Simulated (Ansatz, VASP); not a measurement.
**MgI2: VASP beside Ansatz**

```
Mg I
1.0
     4.13879    0.00000    0.00000
    -2.06940    3.58430    0.00000
     0.00000    0.00000    7.68470
Mg I
1 2
Direct
  0.00000 0.00000 0.00000
  0.33333 0.66667 0.78203
  0.66667 0.33333 0.21797
```

Alike in both runs: task single point; functional PBE; k mesh 6 × 6 × 4; occupations gaussian, width 0.05 eV; no spin polarisation.

```csv
,VASP,Ansatz
version,VASP 6.6.1,Ansatz 0.2.0
potentials or method,"VASP PAW PBE potentials, release 64 (Mg, I)","scalar-relativistic, plane waves, PAW"
plane-wave cutoff (eV),520,520
valence electrons in the cell,16,44
```

```csv
,VASP,Ansatz,Ansatz less VASP
gap on the k mesh at the Fermi level (eV),3.60,3.61,+0.017
least direct gap on the mesh (eV),3.80,3.81,+0.013
pressure (GPa),0.8,0.9,+0.05
largest component of the traceless stress (GPa),0.35,0.35,+0.006
rms of the force components (eV/Å),0.044,0.048,+0.0045
```

Atom by atom the forces differ by 0.005 eV/Å (rms over components). The two sets of potentials don't hold the same shells in valence.

Caveats: spin-orbit coupling is left out, which moves the levels of the heavy elements; this functional lacks dispersion, which binds the layers, so the pressure and a relaxed spacing across them are unreliable. A k mesh can miss the band edges.
